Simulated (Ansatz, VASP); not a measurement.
## PbS: VASP beside Ansatz

```xyz
2
Lattice="3.6351 0.0000 0.0000 0.0000 3.6351 0.0000 0.0000 0.0000 3.6351" Properties=species:S:1:pos:R:3 pbc="T T T"
Pb    0.0000    0.0000    0.0000
S     1.8176    1.8176    1.8176
```

The cell was built by a generator and needn't be a form met in nature.

Alike in both runs: task single point; functional PBE; k mesh 6 × 6 × 6; occupations fermi-dirac, width 0.02 eV; no spin polarisation.

```csv
,VASP,Ansatz
version,VASP 6.6.1,Ansatz 0.2.0
potentials or method,"VASP PAW PBE potentials, release 64 (Pb_d, S)","plane waves, PAW"
plane-wave cutoff (eV),520,420
valence electrons in the cell,20,20
```

```csv
,VASP,Ansatz,Ansatz less VASP
pressure (GPa),0.9,1.0,+0.06
```

The functional is the same, so the differences come from potentials, cutoffs and numerics.

Spin-orbit coupling is left out, which matters for the levels of Pb.
